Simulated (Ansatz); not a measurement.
## AuAl2: changing the functional

The cell as given:

Symmetry: Fm-3m, No. 225, cubic system. Conventional cell: a = 6.000 Å, b = 6.000 Å, c = 6.000 Å, α = 90.00°, β = 90.00°, γ = 90.00°. Around Au (site symmetry m-3m) lie 8 Al at 2.60 Å. Al (site symmetry -43m) has 4 Au at 2.60 Å as nearest neighbours.

Kept alike: task relaxation of cell and atoms; k mesh 8 × 8 × 8; occupations fermi-dirac, width 0.05 eV; no spin polarisation. Program: Ansatz, Ansatz PAW. Cutoffs run from 420 to 500 eV. The mesh is that of the run's cell of 3 atoms. No spin-orbit coupling.

| functional | volume (Å³/atom) |
| --- | --- |
| BLYP | 19.296 |
| LDA | 17.595 |
| PBE | 18.548 |
| PBEsol | 18.012 |
| RPBE | 18.900 |
| r2SCAN | 18.070 |
| revPBE | 18.807 |

The relaxations keep at least the cell's symmetry (Fm-3m). For a metal such a mesh leaves the last digits unconverged. Relaxations stop with a little pressure left, so the last digits of a volume or edge aren't settled. All rows use potentials made for PBE.

Question: What does the functional change here?

Answer: The volume runs from 17.595 (LDA) to 19.296 Å³/atom (BLYP). From PBE: BLYP +0.748; LDA -0.953; PBEsol -0.536; RPBE +0.352; r2SCAN -0.478; revPBE +0.259.
